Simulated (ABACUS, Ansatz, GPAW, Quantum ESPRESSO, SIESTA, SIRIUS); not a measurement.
## BP: bulk modulus by level of theory

**What was measured.** The bulk modulus of BP (F-43m) is reported as 174 GPa at 300 K (arxiv:1901.06272). The runs below try to reproduce it.

```cif
data_structure
_symmetry_space_group_name_H-M 'F-43m'
_symmetry_Int_Tables_number 216
_cell_length_a 4.5380
_cell_length_b 4.5380
_cell_length_c 4.5380
_cell_angle_alpha 90.000
_cell_angle_beta 90.000
_cell_angle_gamma 90.000
_cell_volume 93.45
loop_
_atom_site_label
_atom_site_type_symbol
_atom_site_symmetry_multiplicity
_atom_site_Wyckoff_symbol
_atom_site_fract_x
_atom_site_fract_y
_atom_site_fract_z
_atom_site_occupancy
P1 P 4 c 0.25000 0.25000 0.25000 1
B1 B 4 a 0.00000 0.00000 0.00000 1
```

| rung | level | program and potentials | cutoff (eV) | k mesh | smearing | core time | chip | bulk modulus (GPa) | miss | notes |
| --- | --- | --- | --- | --- | --- | --- | --- | --- | --- | --- |
| GGA | PBE | Ansatz, all-electron LAPW, scalar-relativistic | - | 10 × 10 × 10 | fermi-dirac 0.05 | 44 s | Arm Neoverse V2 | 161.9 | -7.0 % | - |
| GGA + dispersion | BLYP+D3(BJ) | GPAW, PAW data sets generated for this functional | 800 | 10 × 10 × 10 | fermi-dirac 0.05 | 70 s | Intel Xeon Platinum 8488C Sapphire Rapids | 166.8 | -4.1 % | - |
| GGA + dispersion | BLYP+D3(zero damping) | GPAW, PAW data sets generated for this functional | 800 | 10 × 10 × 10 | fermi-dirac 0.05 | 88 s | Arm Neoverse V1 | 155.9 | -10.4 % | - |
| GGA | PBEsol | GPAW, PAW data sets generated for this functional | 800 | 10 × 10 × 10 | fermi-dirac 0.05 | 96 s | Arm Neoverse V1 | 169.7 | -2.5 % | - |
| GGA + dispersion | PBE+D3(zero damping) | GPAW, GPAW PAW data sets (gpaw-data 1.2.1) | 800 | 10 × 10 × 10 | fermi-dirac 0.05 | 1.7 min | Arm Neoverse V1 | 166.2 | -4.5 % | - |
| GGA + dispersion | revPBE+D3(zero damping) | GPAW, the program's PAW data sets (release 1.2.1) made for this functional | 800 | 10 × 10 × 10 | fermi-dirac 0.05 | 1.7 min | Arm Neoverse V1 | 163.7 | -5.9 % | - |
| GGA + dispersion | revPBE+D4 | GPAW, the program's PAW data sets (release 1.2.1) made for this functional | 800 | 10 × 10 × 10 | fermi-dirac 0.05 | 1.9 min | Arm Neoverse V1 | 177.4 | +2.0 % | - |
| GGA | PBE | ABACUS, SSSP 1.3 efficiency PBE, plane waves | 748 | 8 × 8 × 8 | fermi-dirac 0.05 | 2.1 min | Intel Xeon Platinum 8488C Sapphire Rapids | 161.8 | -7.0 % | fit through 4 volumes |
| GGA | PBE-libxc | SIESTA, files PseudoDojo sr-pbe-0.4.1-standard, DZP (energy shift 0.002 Ry) | - | 10 × 10 × 10 | fermi-dirac 0.05 | 3.4 min | Arm Neoverse V2 | 157.6 | -9.4 % | atomic basis |
| GGA | xPBE | SIESTA, files PseudoDojo sr-pbe-0.4.1-standard, DZP (energy shift 0.002 Ry) | - | 10 × 10 × 10 | fermi-dirac 0.05 | 3.5 min | Arm Neoverse V2 | 156.2 | -10.2 % | atomic basis; potentials made for PBE |
| GGA | WC | SIRIUS, all-electron FP-LAPW, apw+lo standard | - | 10 × 10 × 10 | fermi-dirac 0.05 | 3.8 min | Arm Neoverse V1 | 169.3 | -2.7 % | - |
| GGA | BP86 | GPAW, PAW data sets generated for this functional | 800 | 10 × 10 × 10 | fermi-dirac 0.05 | 3.9 min | Intel Xeon Skylake/Cascade Lake | 158.3 | -9.0 % | - |
| GGA | PBE | SIESTA, files sg15-pbe-1.2, DZP (energy shift 0.002 Ry) | - | 10 × 10 × 10 | fermi-dirac 0.05 | 4.9 min | Arm Neoverse V1 | 154.1 | -11.4 % | atomic basis |
| GGA + dispersion | RPBE+D4 | SIESTA, files PseudoDojo sr-pbe-0.4.1-standard, DZP (energy shift 0.002 Ry) | - | 10 × 10 × 10 | fermi-dirac 0.05 | 4.9 min | Arm Neoverse V1 | 176.1 | +1.2 % | atomic basis; potentials made for PBE |
| GGA | PBE | SIESTA, files PseudoDojo sr-pbe-0.4.1-standard, DZP (energy shift 0.003 Ry) | - | 10 × 10 × 10 | fermi-dirac 0.05 | 7.7 min | Arm Neoverse N1 | 157.8 | -9.3 % | atomic basis |
| non-local van der Waals functional | rev-vdW-DF2 | Quantum ESPRESSO, PseudoDojo 0.4.1 SR PBE standard | 1034 | 10 × 10 × 10 | fermi-dirac 0.05 | 9.4 min | Intel Xeon Platinum 8488C Sapphire Rapids | 162.3 | -6.7 % | potentials made for PBE |

Times are single runs on shared hosts and different chips, so they are rough; meshes, cutoffs and the tasks' sizes weigh on the time. Task: equation of state. All rows: no spin polarisation. Smearing widths are in eV. The cell comes from a database and isn't always the measured one. Meshes differ between rows, which moves values too. Meshes are those of the run's cell of 2 atoms unless a note names another. Misses use the values as printed. Runs on faulty files, with rough fits or with known faults for this quantity aren't shown. No row holds spin-orbit coupling.

By rung: GGA 158.3 to 169.7; GGA + dispersion 155.9 to 177.4; non-local van der Waals functional 162.3; GGA in atomic bases 154.1 to 157.8; GGA + dispersion in atomic bases 176.1 (GPa). Measured: 174 GPa at 300 K (arxiv:1901.06272). Closest, coarse meshes and atomic bases left aside, is revPBE+D4 (+2.0 %), and PBE misses by -7.0 % on plain settings. The runs are for a static lattice, while measurements hold temperature and zero-point motion.

Boron phosphide resists compression through a stiff network of nearly nonpolar sp³ bonds, so its bulk modulus tests how a functional treats short covalent bonds. PBE gives 161.9 GPa in the all-electron run, while PBEsol and WC reach 169.7 and 169.3 GPa. Their weaker gradient enhancement favours shorter bonds, and the smaller equilibrium volume probably accounts for the added stiffness.

Dispersion terms don't act uniformly. BLYP moves from 155.9 to 166.8 GPa on a change of damping alone, and revPBE from 163.7 to 177.4 GPa between D3 with zero damping and D4. In so dense a covalent solid the correction reaches into bonded distances, where it overlaps with the functional's own correlation. The closeness of revPBE+D4 to experiment may therefore reflect compensation, and doesn't show that van der Waals forces govern the stiffness. Since thermal and zero-point motion normally soften a lattice, a static value should lie somewhat above the measured one, which makes the plain GGAs' underestimate slightly worse than it looks.
